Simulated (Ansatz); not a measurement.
SiC (Moissanite) under changes of volume

One of the cells (10.341 Å³/atom); the others are scaled copies at fixed shape and fractional positions:

```
Si C
1.0
     3.07600    0.00000    0.00000
    -1.53800    2.66389    0.00000
     0.00000    0.00000    5.04800
Si C
2 2
Direct
  0.66667 0.33333 0.50000
  0.33333 0.66667 0.00000
  0.66667 0.33333 0.88500
  0.33333 0.66667 0.38500
```

| Quantity | Value |
| --- | --- |
| Program | Ansatz 0.2.0 |
| Functional | PBE |
| Potentials or basis | PseudoDojo stringent (PBE files) |
| Cutoff | 1116 eV |
| Density cutoff | 4463 eV |
| k mesh | 10 × 10 × 5 |
| Occupations | fermi-dirac, width 0.05 eV |
| Spin | no spin polarisation |

| volume (Å³/atom) | energy over the lowest point (meV/atom) | pressure (GPa) | gap on the mesh (eV) | largest force (eV/Å) |
| --- | --- | --- | --- | --- |
| 9.721 | 45.56 | 19.5 | 2.39 | 0.863 |
| 9.927 | 24.15 | 13.7 | 2.42 | 0.826 |
| 10.134 | 9.85 | 8.5 | 2.46 | 0.792 |
| 10.341 | 2.00 | 3.7 | 2.49 | 0.760 |
| 10.548 | 0.00 | -0.6 | 2.52 | 0.729 |
| 10.755 | 3.31 | -4.5 | 2.53 | 0.700 |
| 10.961 | ? | ? | ? | ? |

Task: What does the run at 10.961 Å³/atom give?

Result: Energy over the lowest point 11.45 meV/atom; pressure -8.1 GPa; gap on the mesh 2.49 eV; largest force 0.672 eV/Å.

Worked out: A Birch-Murnaghan fit of order 3 (a polynomial in V^(-2/3)) to the other rows has its minimum at 10.52 Å³/atom with B0 = V·E''(V) = 211 GPa and B' = 4.2 at fixed shape and positions, which overstates the stiffness. It gives 11.33 meV/atom at 10.961 Å³/atom, against the run's 11.45, and -dE/dV = -8.0 GPa, against -8.1. A parabola through the other rows of the gap, of slope 0.717 eV per unit of ln V there, extrapolates to 2.55 eV, against the run's 2.49.

Energies are extrapolated to zero smearing.

Caveats: odd divisions of the mesh miss points on the zone boundary, where band edges often lie, so the gap on the mesh can be too wide.

A mesh can miss the band edges.
